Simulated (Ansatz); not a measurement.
# SiO2: pressure against volume

The task here is to estimate one member of a computed series from the others.

Program: Ansatz 0.2.0. Level of theory: DFT PBE, scalar-relativistic. These are calculated values, not measurements.

## The starting structure

It takes space group I-42d (No. 122, tetragonal). Conventional cell: a = 4.748 Å, b = 4.748 Å, c = 7.488 Å, α = 90.00°, β = 90.00°, γ = 90.00°. Si (site symmetry -4) has 4 O at 1.62 Å as nearest neighbours. O (site symmetry 2) is surrounded by 2 Si at 1.62 Å.

Coordinates:

```cif
data_structure
_symmetry_space_group_name_H-M 'I-42d'
_symmetry_Int_Tables_number 122
_cell_length_a 4.7481
_cell_length_b 4.7481
_cell_length_c 7.4880
_cell_angle_alpha 90.000
_cell_angle_beta 90.000
_cell_angle_gamma 90.000
_cell_volume 168.81
loop_
_atom_site_label
_atom_site_type_symbol
_atom_site_symmetry_multiplicity
_atom_site_Wyckoff_symbol
_atom_site_fract_x
_atom_site_fract_y
_atom_site_fract_z
_atom_site_occupancy
Si1 Si 4 a 0.00000 0.00000 0.00000 1
O1 O 8 d 0.25000 0.62338 0.37500 1
```

The file gives the conventional cell by its symmetry; the runs use the cell typed in the input.

Atoms are numbered in the order of the input: Si1, Si2, O3, O4, O5, O6.

The first run:

File input.yaml:

```yaml
crystal:
  lattice:
    - [-2.3255864014, 2.3255864014, 3.667570391]
    - [2.3255864014, -2.3255864014, 3.667570391]
    - [2.3255864014, 2.3255864014, -3.667570391]
  atoms:
    - { symbol: Si, position: [0.0, 0.0, 0.0] }
    - { symbol: Si, position: [0.75, 0.25, 0.5] }
    - { symbol: O, position: [0.99838, 0.625, 0.87338] }
    - { symbol: O, position: [0.375, 0.24838, 0.37338] }
    - { symbol: O, position: [0.75162, 0.125, 0.12662] }
    - { symbol: O, position: [0.875, 0.00162, 0.62662] }
kpoints:
  mp_grid: { grid: [7, 7, 7] }
  band_path:
    path:
      - [0.0, 0.0, 0.0]
      - [0.0, 0.0, 0.5]
      - [0.25, 0.25, 0.25]
      - [0.0, 0.5, 0.0]
      - [0.0, 0.0, 0.0]
      - [0.5, 0.5, -0.5]
      - [0.350518975, 0.649481025, -0.350518975]
      - [-0.350518975, 0.350518975, 0.350518975]
      - [0.0, 0.0, 0.0]
    npoints: 5
scf:
  occupations: { method: fermi_dirac, width: 0.03 }
hamiltonian:
  xc: pbe
  pseudopotentials: { kind: all_electron, lapw: { basis_error: 0.001 } }
output:
  forces: true
  stress: true
  eigenvalues: true
```

Run with:

```
$ ansatz run input.yaml --threads 2 --pin off --max-ram 6144MiB --backend cpu --events-out ev --progress --plain --runs-dir out
```

Among the steps run: Volume × 0.94, LAPW; Volume × 0.94, PAW; Volume × 0.94, crystal datasets; Volume × 0.98, LAPW; Volume × 0.98, PAW; Volume × 0.98, crystal datasets; Volume × 1.01, LAPW; Volume × 1.01, PAW; Volume × 1.01, crystal datasets; Volume × 1.04, LAPW; Volume × 1.04, PAW; Volume × 1.04, crystal datasets.

One of the session's tables, all rows but one given; the rest of the session is left out.

It belongs to the step «Fits». 

| method | volume (Å³/atom) | pressure (GPa) | gap on the k mesh (eV) | largest force (eV/Å) |
| --- | --- | --- | --- | --- |
| LAPW | 13.224 | 15.75 | 6.45 | 1.007 |
| LAPW | 13.786 | 7.19 | 6.19 | 0.399 |
| LAPW | 14.208 | 1.81 | 5.98 | 0.004 |
| LAPW | 14.630 | ? | ? | ? |
| PAW | 13.224 | 15.75 | 6.44 | 1.007 |
| PAW | 13.786 | 7.20 | 6.18 | 0.399 |
| PAW | 14.208 | 1.82 | 5.97 | 0.004 |
| PAW | 14.630 | -2.80 | 5.77 | 0.345 |
| crystal datasets | 13.224 | 15.75 | 6.45 | 1.007 |
| crystal datasets | 13.786 | 7.19 | 6.19 | 0.399 |
| crystal datasets | 14.208 | 1.81 | 5.98 | 0.004 |
| crystal datasets | 14.630 | -2.82 | 5.77 | 0.345 |

**Question.** Estimate the row for LAPW, 14.630.

The run gave: pressure (GPa): -2.82; gap on the k mesh (eV): 5.77; largest force (eV/Å): 0.346.

Limits of these values: Shape and positions are held, so a fully relaxed modulus can be lower. Warnings in the runs' records: crystal datasets made.
